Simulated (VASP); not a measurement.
# MgB2 (P6/mmm) in VASP: a series of runs, part 2 of 2

VASP 6.6.1.

### 3 Relaxation of cell and atoms, r2SCAN

This run uses another cell than the first one, of 9.52 Å³/atom, 0.984 times its volume.

Input file INCAR:

```
SYSTEM = MgB2
ALGO = Normal
EDIFF = 1E-7
EDIFFG = -0.005
ENCUT = 600
IBRION = 2
ISIF = 3
ISMEAR = 1
LASPH = .TRUE.
LCHARG = .FALSE.
LMIXTAU = .TRUE.
LREAL = .FALSE.
LWAVE = .FALSE.
METAGGA = R2SCAN
NELM = 80
NSW = 90
PREC = Accurate
SIGMA = 0.1
```

Input file KPOINTS:

```
k-points
0
G
  15 15 10
  0 0 0
```

Input file POSCAR:

```
MgB2                                    
1.0
    3.0649304399      0.0000000000      0.0000000000
   -1.5324652199      2.6543076218      0.0000000000
   -0.0000000000      0.0000000000      3.5108890397
  Mg              B             
     1     2
Direct
     0.0000000000000000    0.0000000000000000    0.0000000000000000
     0.3333333332999970    0.6666666667000030    0.5000000000000000
     0.6666666667000030    0.3333333332999970    0.5000000000000000
```

Potentials or basis: VASP PAW PBE potentials, release 64 (Mg, B).

The run is started by

```console
$ cat potpaw_PBE.64/Mg/POTCAR potpaw_PBE.64/B/POTCAR > POTCAR
$ mpirun -np 1 vasp_std > vasp.out
```

OUTCAR:

```text
SYSTEM = MgB2
   EDIFF = 1E-7
   EDIFFG = -0.005
   ENCUT = 600
   IBRION = 2
   ISIF = 3
   ISMEAR = 1
   LASPH = .TRUE.
   LREAL = .FALSE.
   METAGGA = R2SCAN
   NELM = 80
   NSW = 90
   PREC = Accurate

 ion  position               nearest neighbor table
   1  0.000  0.000  0.000-   2 2.49   3 2.49   2 2.49   3 2.49   2 2.49   2 2.49   3 2.49   3 2.49
                             3 2.49   3 2.49   2 2.49   2 2.49
   2  0.333  0.667  0.500-   3 1.77   3 1.77   3 1.77   1 2.49   1 2.49   1 2.49   1 2.49   1 2.49
                             1 2.49
   3  0.667  0.333  0.500-   2 1.77   2 1.77   2 1.77   1 2.49   1 2.49   1 2.49   1 2.49   1 2.49
                             1 2.49
[... 467 lines left out ...]
  -------------------------------------------------------------------------------------
  Total       -0.0068012     -0.0068012     -0.0096386     -0.0000000      0.0000000     -0.0000000
  in kB       -0.3815087     -0.3815087     -0.5406733     -0.0000000      0.0000000     -0.0000000
  external PRESSURE =      -0.4345636 kB  Pullay stress =       0.0000000 kB

 VOLUME and BASIS-vectors are now :
 -----------------------------------------------------------------------------
  energy-cutoff  :      600.00
  volume of cell :       28.56
      direct lattice vectors                 reciprocal lattice vectors
     3.064930440  0.000000000  0.000000000     0.326271679  0.188373042  0.000000000
    -1.532465220  2.654307622  0.000000000     0.000000000  0.376746083  0.000000000
     0.000000000  0.000000000  3.510889040     0.000000000  0.000000000  0.284828141

 POSITION                                       TOTAL-FORCE (eV/Angst)
 -----------------------------------------------------------------------------------
      0.00000      0.00000      0.00000        -0.000000      0.000000      0.000000
     -0.00000      1.76954      1.75544        -0.000000      0.000000      0.000000
      1.53247      0.88477      1.75544         0.000000      0.000000      0.000000
 -----------------------------------------------------------------------------------
    total drift:                                0.000000     -0.000000      0.000000

  FREE ENERGIE OF THE ION-ELECTRON SYSTEM (eV)
  ---------------------------------------------------
  free  energy   TOTEN  =       -19.4076100227 eV

  energy  without entropy=      -19.4076476571  energy(sigma->0) =      -19.40762257

 reached required accuracy - stopping structural energy minimisation
```

CONTCAR:

```text
MgB2
   1.00000000000000
     3.0649304398999999    0.0000000000000000    0.0000000000000000
    -1.5324652199000000    2.6543076218000001    0.0000000000000000
     0.0000000000000000    0.0000000000000000    3.5108890396999999
  Mg              B
     1     2
Direct
     0.0000000000000000    0.0000000000000000    0.0000000000000000
     0.3333333332999970    0.6666666667000030    0.5000000000000000
     0.6666666667000030    0.3333333332999970    0.5000000000000000

  0.00000000E+00  0.00000000E+00  0.00000000E+00
  0.00000000E+00  0.00000000E+00  0.00000000E+00
  0.00000000E+00  0.00000000E+00  0.00000000E+00
```

It took 53 s on 1 thread of Intel Xeon 6975P-C (Granite Rapids), shared host; peak memory 0.19 GiB.

Results:

```yaml
Free_energy: -19.4076 eV
Pressure_after_relaxing: 0.0 GPa
Band_gap_on_the_k_mesh: none (metal or under the smearing width)
```

Final structure:
```yaml
crystal:
  lattice:
    - [3.06493, 0.00000, 0.00000]
    - [-1.53247, 2.65431, 0.00000]
    - [0.00000, 0.00000, 3.51089]
  atoms:
    - { symbol: Mg, position: [0.00000, 0.00000, 0.00000] }
    - { symbol: B, position: [0.33333, 0.66667, 0.50000] }
    - { symbol: B, position: [0.66667, 0.33333, 0.50000] }
```

Levels at points of the mesh, in eV from the Fermi level:
| k point | band 1 | band 2 | band 3 | band 4 | band 5 | band 6 | band 7 | band 8 |
| --- | --- | --- | --- | --- | --- | --- | --- | --- |
| (0.00, 0.00, 0.00) | -13.32 | -3.19 | 0.42 | 0.42 | 1.98 | 6.73 | 6.73 | 8.72 |
| (0.00, 0.00, 0.50) | -12.03 | -7.82 | 0.82 | 0.82 | 7.04 | 7.04 | 8.73 | 10.67 |

Caveat: the relaxation stopped at its first step, so nothing moved; the PAW data sets were made with another functional, which shifts forces and pressure a little.

### 4 Relaxation of cell and atoms, PBE

Input file INCAR:

```
PREC = Accurate ; ENCUT = 600
EDIFF = 1E-6 ; ISMEAR = 1
SIGMA = 0.1 ; LREAL = False
LASPH = True ; NELM = 80
ALGO = Normal ; ISIF = 3
LWAVE = False ; LCHARG = False
GGA = PE ; IBRION = 2
NSW = 90 ; EDIFFG = -0.01
```

Input file KPOINTS:

```
regular mesh
0
Gamma
  15 15 10
```

Input file POSCAR:

```
MgB2
1.0
    3.0850000000      0.0000000000      0.0000000000
   -1.5425000000      2.6716883707      0.0000000000
    0.0000000000      0.0000000000      3.5230000000
Mg B
1 2
Direct
    0.0000000000      0.0000000000      0.0000000000
    0.3333333333      0.6666666667      0.5000000000
    0.6666666667      0.3333333333      0.5000000000
```

The run is started by

```console
$ cat potpaw_PBE.64/Mg/POTCAR potpaw_PBE.64/B/POTCAR > POTCAR
$ mpirun -np 1 vasp_std > vasp.out
```

It took 61 s on 1 thread of AMD EPYC 9R14 (Zen 4), shared host; peak memory 0.17 GiB.

Results (log left out):

```yaml
Free_energy: -15.3262 eV
Relaxed_volume: 9.61 Å³/atom
Relaxed_cell: a = 3.071 Å, b = 3.071 Å, c = 3.528 Å, α = 90.00°, β = 90.00°, γ = 120.00°
Space_group_after_relaxing_to_0.05_Å: P6/mmm (No. 191)
Energy_gained_by_relaxing: 0.6 meV/atom
Ionic_steps: 5
Pressure_after_relaxing: 0.0 GPa
Band_gap_on_the_k_mesh: none (metal or under the smearing width)
```

Stress tensor (GPa, compression positive):
```
-0.03  0.00  0.00
 0.00 -0.03  0.00
 0.00  0.00  0.07
```

The path:
```
step  energy change (eV)  largest force (eV/Å)  pressure (GPa)  volume (Å³)
   1              0.0000                0.0000           -1.40        29.04
   2             -0.0015                0.0000            0.79        28.68
   3             -0.0019                0.0000            0.12        28.79
   4             -0.0019                0.0000            0.10        28.79
   5             -0.0019                0.0000            0.00        28.82
```

Final structure:
```
CELL_PARAMETERS angstrom
3.07114 0.00000 0.00000
-1.53557 2.65969 0.00000
0.00000 0.00000 3.52808
ATOMIC_POSITIONS crystal
Mg 0.00000 0.00000 0.00000
B 0.33333 0.66667 0.50000
B 0.66667 0.33333 0.50000
```

Levels at points of the mesh, in eV from the Fermi level:
```csv
k point,band 2,band 3,band 4,band 5,band 6,band 7
"(0.00, 0.00, 0.00)",-2.97,0.43,0.43,1.63,6.43,6.43
"(0.00, 0.00, 0.50)",-7.42,0.79,0.79,6.74,6.74,8.10
```

### 5 Relaxation of cell and atoms, PBE

This run uses another cell than the first one, of 9.61 Å³/atom, 0.992 times its volume.

Input file INCAR:

```
PREC = Accurate ; ENCUT = 600
EDIFF = 1E-7 ; ISMEAR = 1
SIGMA = 0.1 ; LREAL = False
LASPH = True ; NELM = 80
ALGO = Normal ; ISIF = 3
LWAVE = False ; LCHARG = False
GGA = PE ; IBRION = 2
NSW = 90 ; EDIFFG = -0.005
```

KPOINTS is that of step 4.

Input file POSCAR:

```
MgB2                                    
1.0
    3.0711433125      0.0000000000      0.0000000000
   -1.5355716563      2.6596881273     -0.0000000000
    0.0000000000     -0.0000000000      3.5280815501
  Mg              B             
     1     2
Direct
     0.0000000000000000    1.0000000000000000    0.0000000000000000
     0.3333333332999970    0.6666666667000030    0.5000000000000000
     0.6666666667000030    0.3333333332999970    0.5000000000000000
```

The run is started by

```console
$ cat potpaw_PBE.64/Mg/POTCAR potpaw_PBE.64/B/POTCAR > POTCAR
$ mpirun -np 1 vasp_std > vasp.out
```

Wall time 28 s (1 thread of AMD EPYC 9R14 (Zen 4), shared host); peak memory 0.16 GiB.

Results (log left out):

```
Free energy             : -15.3261 eV
Pressure after relaxing : 0.0 GPa
Band gap on the k mesh  : none (metal or under the smearing width)
```

Stress tensor (GPa, compression positive):
```
-0.03  0.00  0.00
 0.00 -0.03  0.00
 0.00  0.00  0.06
```

Final structure:
```
Mg B
1.0
     3.07114    0.00000    0.00000
    -1.53557    2.65969    0.00000
     0.00000    0.00000    3.52808
Mg B
1 2
Direct
  0.00000 0.00000 0.00000
  0.33333 0.66667 0.50000
  0.66667 0.33333 0.50000
```

Levels at points of the mesh, in eV from the Fermi level:
| k point | band 1 | band 2 | band 3 | band 4 | band 5 | band 6 | band 7 | band 8 |
| --- | --- | --- | --- | --- | --- | --- | --- | --- |
| (0.00, 0.00, 0.00) | -12.43 | -2.97 | 0.43 | 0.43 | 1.63 | 6.43 | 6.43 | 8.29 |
| (0.00, 0.00, 0.50) | -11.17 | -7.42 | 0.79 | 0.79 | 6.74 | 6.74 | 8.10 | 9.92 |

Caveat: the relaxation stopped at its first step, so nothing moved.
